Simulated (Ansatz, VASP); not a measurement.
## Two plane-wave programs on Mo

```
CELL_PARAMETERS angstrom
2.79000 0.00000 0.00000
-1.39500 2.41621 0.00000
0.00000 0.00000 4.90879
ATOMIC_POSITIONS crystal
Mo 0.33333 0.66667 0.25000
Mo 0.66667 0.33333 0.75000
```

Alike in both runs: task single point; functional LDA; k mesh 15 × 15 × 8; occupations fermi-dirac, width 0.1 eV; no spin polarisation.

```csv
,VASP,Ansatz
version,VASP 6.6.1,Ansatz 0.2.0
potentials or method,"VASP PAW LDA potentials, release 64 (Mo_sv)","plane waves (420 eV) with PAW, scalar-relativistic"
plane-wave cutoff (eV),520,420
valence electrons in the cell,28,28
```

|  | VASP | Ansatz | Ansatz less VASP |
| --- | --- | --- | --- |
| pressure (GPa) | -16.7 | -17.6 | -0.87 |
| largest component of the traceless stress (GPa) | 1.93 | 2.08 | +0.148 |

Ansatz warned: «pseudo_functional_mismatch».

Caveats: so large a pressure means that the cell lies far from this level's equilibrium, or that cutoff or potentials fall short (VASP).
